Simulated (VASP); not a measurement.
Take CsI (CsCl type), without spin-orbit terms, in VASP with PAW potentials, and its band gap.  The mesh is coarse and the basis finite, so the quasiparticle values are not converged.

Q: One run gives 3.67 eV. Which level is it?
A) PBE (own cell)
B) G0W0@PBE (starting cell)
C) B3LYP (PBE cell)
D) HSE06 (PBE cell)

A: A, PBE (own cell).  The others give 4.66 (HSE06 (PBE cell)), 5.79 (G0W0@PBE (starting cell)), 5.05 (B3LYP (PBE cell)).

Only levels that ran to the end are used. Left out are those held back, those with too coarse a band path, GW runs whose mesh misses a band edge, hybrids' fits of cells that aren't cubic and levels without matching references; a question may draw on a part of the rest.

The compound is CsI in the CsCl type structure.
